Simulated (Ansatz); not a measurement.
Crystal: Al.

```xyz
1
Lattice="2.7218 0.0000 0.0000 0.0000 2.7218 0.0000 0.0000 0.0000 2.7218" Properties=species:S:1:pos:R:3 pbc="T T T"
Al    0.0000    0.0000    0.0000
```

The cell was built by a generator and needn't be a form met in nature.

```yaml
Program: Ansatz 0.2.0
Task: relaxation of cell and atoms
Functional: HF
Potentials_or_basis: Ansatz PAW
Cutoff: "420 eV (not typed: the program's choice for these potentials)"
k_mesh: 5 × 5 × 5
Occupations: fermi-dirac, width 0.05 eV
Spin: no spin polarisation
```

At the start: volume 20.16 Å³/atom.

Problem. Where does the relaxation end?

Solution. It ends after 6 steps and the volume is 21.79 Å³/atom (+8.1 %); space group Pm-3m (No. 221, to 0.05 Å).

The path:
```
step  energy change (eV)  largest force (eV/Å)  volume (Å³)
   1              0.0000                0.0000        20.16
   2             -0.0203                0.0000        21.73
   3             -0.0203                0.0000        21.77
   4             -0.0209                0.0000        21.77
   5             -0.0209                0.0000        21.79
   6             -0.0209                0.0000        21.79
```

Final structure:
```
Al
1.0
     2.79330    0.00000    0.00000
     0.00000    2.79330    0.00000
     0.00000    0.00000    2.79330
Al
1
Direct
  0.00000 0.00000 0.00000
```

Caveat: the k mesh is coarse (spacing up to 0.46 Å⁻¹), so the values aren't converged, least of all with exact exchange; the plane-wave basis is chosen anew once the cell has moved, so the energies of steps on either side of that aren't comparable; the PAW data sets come from PBE, with cores solved anew for the run's functional, which leaves a small shift of forces and pressure.
